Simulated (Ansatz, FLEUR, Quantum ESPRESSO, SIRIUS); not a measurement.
## SnTe: energy against volume and a worked fit

The structure is cubic, space group Fm-3m (No. 225). The conventional cell has a = 6.302 Å, b = 6.302 Å, c = 6.302 Å, α = 90.00°, β = 90.00°, γ = 90.00°. Around Te (site symmetry m-3m) lie 6 Sn at 3.15 Å. Sn (site symmetry m-3m) has 6 Te at 3.15 Å as nearest neighbours.

The cell was scaled at fixed shape and fractions and run with Ansatz, PseudoDojo PBEsol, cutoff 1120 eV; PBEsol, k mesh 7 × 7 × 7 on the cell of 2 atoms, fermi-dirac occupations of 0.05 eV, no spin polarisation, no spin-orbit coupling. Energies are those that the program minimises, any entropy of the smearing included.

```csv
V (Å³/atom),energy over the lowest row (meV/atom)
29.4043,12.784
30.0299,4.274
30.6556,0.169
31.2812,0.000
31.9068,3.350
32.5324,?
33.1581,19.189
```

Task: Fit the third-order Birch-Murnaghan form, give V0, B0 and B′, and predict the energy left open.

Result: With y = (V0/V)^(2/3), E = E0 + (9 V0 B0/16) [(y - 1)³ B′ + (y - 1)² (6 - 4y)]. Least squares through the rows shown give V0 = 30.9941 Å³/atom, E0 = -0.385 meV, B0 = 46.98 GPa (1 eV/Å³ = 160.218 GPa) and B′ = 4.50, with a largest miss of 0.002 meV. At V = 32.5324 the form with these constants gives 9.857 meV; the run gave 9.856 meV an atom. Other set-ups at this level, from all their volumes (Å³/atom, GPa): Ansatz, PseudoDojo PBEsol stringent: V0 31.073, B0 46.71; FLEUR, all-electron, FLAPW: V0 31.044, B0 46.84; Quantum ESPRESSO, PseudoDojo 0.4.1 SR PBEsol standard: V0 31.070, B0 46.99; SIRIUS, PseudoDojo 0.4.1 PBEsol standard (scalar relativistic): V0 31.075, B0 46.97.
